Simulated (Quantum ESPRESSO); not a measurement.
**Al2Cu under changes of volume**

One of the cells (16.242 Å³/atom); the others are scaled copies at fixed shape and fractional positions:

```xyz
3
Lattice="4.1052 0.0000 0.0000 0.0000 4.1052 0.0000 0.0000 0.0000 2.8913" Properties=species:S:1:pos:R:3 pbc="T T T"
Cu    0.0000    0.0000    0.0000
Al    0.0000    2.0526    1.4457
Al    2.0526    0.0000    1.4457
```

The cell comes from a database or a generator and needn't be the stable form of this composition.

```yaml
Program: Quantum ESPRESSO 7.5
Functional: PBEsol
Potentials_or_basis: GBRV 1.5 PBEsol
Cutoff: 762 eV
Density_cutoff: 6095 eV
k_mesh: 7 × 7 × 9
Occupations: fermi-dirac, width 0.05 eV
Spin: no spin polarisation
```

```tsv
volume (Å³/atom)	energy over the lowest point (meV/atom)	pressure (GPa)
15.267	6.37	3.8
15.592	0.94	1.5
15.917	0.00	-0.7
16.242	3.02	-2.5
16.567	9.55	-4.1
16.892	19.19	-5.5
17.216	?	?
```

Task: What does the run at 17.216 Å³/atom give?

Result: Energy over the lowest point 31.62 meV/atom; pressure -6.8 GPa.

Worked out: A Birch-Murnaghan fit of order 3 (a polynomial in V^(-2/3)) to the other rows has its minimum at 15.83 Å³/atom with B0 = V·E''(V) = 98 GPa and B' = 5.0 at fixed shape and positions, which overstates the stiffness. It gives 31.53 meV/atom at 17.216 Å³/atom, against the run's 31.62, and -dE/dV = -6.7 GPa, against -6.8.

Energies are extrapolated to zero smearing.
